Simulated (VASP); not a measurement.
# NbP3 (I4/mmm) in VASP: further runs

One crystal, NbP3, is run at these levels: PBE; tasks: single point.

Program: VASP 6.6.1. These are calculated values, not measurements. Logs are shortened: lines on timing, memory, paths and dates and some standing lists are left out, and cuts for length are marked.

## Step 1: The crystal as given

It takes space group I4/mmm (No. 139, tetragonal). Conventional cell: a = 3.931 Å, b = 3.931 Å, c = 8.781 Å, α = 90.00°, β = 90.00°, γ = 90.00°. Around Nb (site symmetry 4/mmm) lie 12 P at 2.78 to 2.95 Å. P (site symmetry 4/mmm) has 4 Nb at 2.78 Å and 8 P at 2.95 Å as nearest neighbours. P (site symmetry -4m2) has 8 P at 2.78 to 2.95 Å and 4 Nb at 2.95 Å as nearest neighbours.

The cell was built by a generator and needn't be a form met in nature.

## Step 2: Single point, PBE (Li3N type (P6/mmm, No. 191); cell x2)

INCAR

```
PREC = Accurate
ENCUT = 520
EDIFF = 1E-6
ISMEAR = 0
SIGMA = 0.1
LREAL = False
LASPH = True
NELM = 100
ALGO = Fast
ISIF = 2
LWAVE = False
LCHARG = True
GGA = PE
LELF = True
LVHAR = True
NBANDS = 38
```

KPOINTS

```
Automatic mesh
0
Gamma
  6 6 4
```

POSCAR

```
NbP3
1.0
    4.4795702082      0.0000000000      0.0000000000
   -2.2397851041      3.8794215983      0.0000000000
    0.0000000000      0.0000000000      9.7304758721
Nb P
2 6
Direct
    0.0000000000      0.0000000000      0.0000000000
    0.0000000000      0.0000000000      0.5000000000
    0.0000000000      0.0000000000      0.2500000000
    0.0000000000      0.0000000000      0.7500000000
    0.3333333333      0.6666666667      0.0000000000
    0.3333333333      0.6666666667      0.5000000000
    0.6666666667      0.3333333333      0.0000000000
    0.6666666667      0.3333333333      0.5000000000
```

Potentials or basis: VASP PAW PBE potentials, release 64 (Nb_sv, P).

On the command line:

```
$ cat potpaw_PBE.64/Nb_sv/POTCAR potpaw_PBE.64/P/POTCAR > POTCAR
$ mpirun -np 1 vasp_std > vasp.out
```

OUTCAR:

```text
PREC = Accurate
   ENCUT = 520
   EDIFF = 1E-6
   ISMEAR = 0
   LREAL = False
   LASPH = True
   NELM = 100
   ISIF = 2
   GGA = PE

 ion  position               nearest neighbor table
   1  0.000  0.000  0.000-   3 2.43   4 2.43   5 2.59   7 2.59   5 2.59   7 2.59   7 2.59   5 2.59

   2  0.000  0.000  0.500-   3 2.43   4 2.43   6 2.59   8 2.59   6 2.59   8 2.59   8 2.59   6 2.59

   3  0.000  0.000  0.250-   1 2.43   2 2.43
   4  0.000  0.000  0.750-   1 2.43   2 2.43
   5  0.333  0.667  0.000-   7 2.59   1 2.59   7 2.59   1 2.59   1 2.59   7 2.59
   6  0.333  0.667  0.500-   8 2.59   2 2.59   8 2.59   2 2.59   2 2.59   8 2.59
   7  0.667  0.333  0.000-   5 2.59   1 2.59   5 2.59   1 2.59   1 2.59   5 2.59
   8  0.667  0.333  0.500-   6 2.59   2 2.59   6 2.59   2 2.59   2 2.59   6 2.59

  LATTYP: Found a hexagonal cell.
 ALAT       =     4.4795702082
 C/A-ratio  =     2.1721896119

  Lattice vectors:

 A1 = (   4.4795702082,   0.0000000000,   0.0000000000)
 A2 = (  -2.2397851041,   3.8794215983,   0.0000000000)
 A3 = (   0.0000000000,   0.0000000000,   9.7304758721)

Analysis of symmetry for initial positions (statically):
=====================================================================
 Subroutine PRICEL returns following result:

  LATTYP: Found a hexagonal cell.
 ALAT       =     4.4795702082
 C/A-ratio  =     1.0860948060

  Lattice vectors:

 A1 = (   4.4795702082,   0.0000000000,   0.0000000000)
 A2 = (  -2.2397851041,   3.8794215983,   0.0000000000)
 A3 = (   0.0000000000,   0.0000000000,   4.8652379360)

   2 primitive cells build up your supercell.

 Routine SETGRP: Setting up the symmetry group for a
 hexagonal supercell.

 Subroutine GETGRP returns: Found 24 space group operations
 (whereof 24 operations were pure point group operations)
 out of a pool of 24 trial point group operations.

The static configuration has the point symmetry D_6h.

Analysis of symmetry for dynamics (positions and initial velocities):
=====================================================================
 Subroutine PRICEL returns following result:

  LATTYP: Found a hexagonal cell.
 ALAT       =     4.4795702082
 C/A-ratio  =     1.0860948060

[... 115 lines left out ...]
   EDIFF  = 0.1E-05   stopping-criterion for ELM
   LREAL  =      F    real-space projection
   EDIFFG = 0.1E-04   stopping-criterion for IOM
   NSW    =      0    number of steps for IOM
   IBRION =     -1    ionic relax: 0-MD 1-quasi-New 2-CG
   NFREE  =      0    steps in history (QN), initial steepest desc. (CG)
   ISIF   =      2    stress and relaxation
   ISYM   =      2    0-nonsym 1-usesym 2-fastsym
   POTIM  = 0.5000    time-step for ionic-motion
   TEBEG  =    0.0;   TEEND  =   0.0 temperature during run
   PSTRESS=    0.0 pullay stress
   NELECT =      56.0000    total number of electrons
   NUPDOWN=      -1.0000    fix difference up-down
   EMIN   =  10.00;   EMAX   =-10.00  energy-range for DOS
   EFERMI =   0.00;   METHOD = LEGACY
   ISMEAR =     0;   SIGMA  =   0.10  broadening in eV -4-tet -1-fermi 0-gaus
   EFERMI_NEDOS =   21; number of points for ismear=-14 and -15
   IALGO  =     68    algorithm
   IMIX   =      4    mixing-type and parameters
     AMIX     =   0.40;   BMIX     =  1.00
     AMIX_MAG =   1.60;   BMIX_MAG =  1.00
  volume/ion in A,a.u.               =      21.14       142.64
  Fermi-wavevector in a.u.,A,eV,Ry     =   1.132640  2.140378 17.454537  1.282872
  Thomas-Fermi vector in A             =   2.269341
   LORBIT       =      0    0 simple, 1 ext, 2 COOP (PROOUT), +10 PAW based schemes
   GGA     = PE    functional components
   LHFCALC =     F    Hartree Fock is set to
   AEXX    =    0.0000 exact exchange contribution
   IVDW    =     0    specifies the selected vdW correction
   LEPSILON=     F    determine dielectric tensor
   LRPA    =     F    only Hartree local field effects (RPA)
 non-spin polarized calculation
 RMM-DIIS sequential band-by-band and
 Gauss-broadening in eV      SIGMA  =   0.10
  energy-cutoff  :      520.00
  volume of cell :      169.10
 maximum number of plane-waves:      4582
 NGX is ok and might be reduce to    36

 number of electron      56.0000000 magnetization

 Free energy of the ion-electron system (eV)
  ---------------------------------------------------
  ext. energy  EPLUGINS =         0.00000000
  ---------------------------------------------------
  free energy    TOTEN  =       -50.59524547 eV

  energy without entropy =      -50.56549363  energy(sigma->0) =      -50.58036955

 E-fermi :   5.7653     XC(G=0):  -9.8321

 val. band max:        5.7620670858   @ k =   0.0000   0.0000   0.2500
 cond. band min:       5.8070706441   @ k =   0.1667   0.1667   0.0000
 fundamental gap:      0.0450035583
 Fermi energy:         5.7653463008

 k-point     1 :       0.0000    0.0000    0.0000
  band No.  band energies     occupation
      1     -48.7808      2.00000
      2     -48.7806      2.00000
      3     -25.0559      2.00000
      4     -25.0440      2.00000
      5     -24.8762      2.00000
      6     -24.8762      2.00000
[... 850 lines left out ...]
     37       9.5077      0.00000
     38      10.0860      0.00000

------------------------ aborting loop because EDIFF is reached ----------------------------------------

  FORCE on cell =-STRESS in cart. coord.  units (eV):
  Direction    XX          YY          ZZ          XY          YZ          ZX
  --------------------------------------------------------------------------------------
  -------------------------------------------------------------------------------------
  Total        0.3982825      0.3982825      0.2165790      0.0000000     -0.0000000      0.0000000
  in kB        3.7736741      3.7736741      2.0520579      0.0000000     -0.0000000      0.0000000
  external PRESSURE =       3.1998021 kB  Pullay stress =       0.0000000 kB

 VOLUME and BASIS-vectors are now :
 -----------------------------------------------------------------------------
  energy-cutoff  :      520.00
  volume of cell :      169.10
      direct lattice vectors                 reciprocal lattice vectors
     4.479570208  0.000000000  0.000000000     0.223235702  0.128885193  0.000000000
    -2.239785104  3.879421598  0.000000000     0.000000000  0.257770385  0.000000000
     0.000000000  0.000000000  9.730475872     0.000000000  0.000000000  0.102769897

 POSITION                                       TOTAL-FORCE (eV/Angst)
 -----------------------------------------------------------------------------------
      0.00000      0.00000      0.00000        -0.000000      0.000000     -0.000000
      0.00000      0.00000      4.86524        -0.000000      0.000000     -0.000000
      0.00000      0.00000      2.43262        -0.000000      0.000000     -0.000000
      0.00000      0.00000      7.29786        -0.000000      0.000000     -0.000000
     -0.00000      2.58628      0.00000         0.000000      0.000000      0.000000
     -0.00000      2.58628      4.86524         0.000000      0.000000      0.000000
      2.23979      1.29314      0.00000        -0.000000     -0.000000      0.000000
      2.23979      1.29314      4.86524        -0.000000     -0.000000     -0.000000
 -----------------------------------------------------------------------------------
    total drift:                               -0.000000     -0.000000      0.000000

  FREE ENERGIE OF THE ION-ELECTRON SYSTEM (eV)
  ---------------------------------------------------
  free  energy   TOTEN  =       -50.5952454692 eV

  energy  without entropy=      -50.5654936267  energy(sigma->0) =      -50.58036955
```

OSZICAR:

```text
N       E                     dE             d eps       ncg     rms          rms(c)
DAV:   1     0.431933055947E+03    0.43193E+03   -0.26666E+04  1604   0.135E+03
DAV:   2    -0.156268759282E+02   -0.44756E+03   -0.43491E+03  2172   0.414E+02
DAV:   3    -0.490951902852E+02   -0.33468E+02   -0.32510E+02  2472   0.941E+01
[... 16 lines left out ...]
RMM:  20    -0.505952395934E+02   -0.51864E-05   -0.69282E-05  2246   0.224E-02    0.408E-02
RMM:  21    -0.505952418476E+02   -0.22542E-05   -0.38312E-05  2267   0.224E-02    0.294E-02
RMM:  22    -0.505952435086E+02   -0.16610E-05   -0.23158E-05  2088   0.192E-02    0.220E-02
RMM:  23    -0.505952447409E+02   -0.12323E-05   -0.13645E-05  1826   0.147E-02    0.220E-02
RMM:  24    -0.505952454692E+02   -0.72833E-06   -0.82971E-06  1707   0.110E-02
   1 F= -.50595245E+02 E0= -.50580370E+02  d E =-.297518E-01
```

It took 4.5 min on 1 thread of Intel Xeon Platinum 8488C (Sapphire Rapids), shared host; peak memory 0.34 GiB.

What came out:

| Item | Value |
| --- | --- |
| Free energy | -50.5952 eV |
| Pressure | 0.3 GPa |
| Band gap on the k mesh | none (metal or under the smearing width) |

## Step 3: Single point, PBE

This run uses another cell than the first one: it holds 4 atoms, not 8.

INCAR

```
SYSTEM = NbP3
  PREC = Accurate
  ENCUT = 520
  EDIFF = 1E-6
  ISMEAR = 0
  SIGMA = 0.1
  LREAL = .FALSE.
  LASPH = .TRUE.
  NELM = 100
  ALGO = Normal
  ISIF = 2
  LWAVE = .FALSE.
  LCHARG = .FALSE.
  GGA = PE
  NBANDS = 22
```

KPOINTS

```
Automatic mesh
0
G
  6 6 6
  0 0 0
```

POSCAR

```
NbP3
1.0
   -1.9654903779      1.9654903779      4.3904460390
    1.9654903779     -1.9654903779      4.3904460390
    1.9654903779      1.9654903779     -4.3904460390
Nb P
1 3
Direct
    0.0000000000      0.0000000000      0.0000000000
    0.5000000000      0.5000000000      0.0000000000
    0.2500000000      0.7500000000      0.5000000000
    0.7500000000      0.2500000000      0.5000000000
```

Potentials or basis: VASP PAW PBE potentials, release 64 (Nb_sv, P).

On the command line:

```
$ cat potpaw_PBE.64/Nb_sv/POTCAR potpaw_PBE.64/P/POTCAR > POTCAR
$ mpirun -np 1 vasp_std > vasp.out
```

Wall time 59 s (1 thread of Intel Xeon Platinum 8488C (Sapphire Rapids), shared host); peak memory 0.25 GiB.

Results (log left out):

```
Free energy            : -25.4974 eV
Pressure               : -14.3 GPa
Band gap on the k mesh : none (metal or under the smearing width)
```

Stress tensor (GPa, compression positive):
```
-16.67   0.00   0.00
  0.00 -16.67   0.00
  0.00   0.00  -9.69
```

Levels at points of the mesh, in eV from the Fermi level:
| k point | band 11 | band 12 | band 13 | band 14 | band 15 | band 16 | band 17 | band 18 |
| --- | --- | --- | --- | --- | --- | --- | --- | --- |
| (0.00, 0.00, 0.00) | -3.80 | -1.96 | -1.96 | -0.66 | 0.64 | 0.74 | 1.86 | 1.86 |
| (0.50, 0.00, 0.00) | -2.05 | -2.04 | -1.91 | -1.85 | -0.59 | 0.39 | 1.45 | 1.93 |
| (0.50, 0.50, 0.00) | -3.92 | -1.94 | -0.43 | 0.59 | 0.68 | 0.97 | 1.53 | 2.65 |
| (0.50, 0.50, 0.50) | -0.90 | -0.90 | -0.77 | -0.52 | 0.12 | 0.18 | 0.18 | 0.22 |

Caveat: the k mesh is coarse (spacing up to 0.38 Å⁻¹), so the values aren't converged.
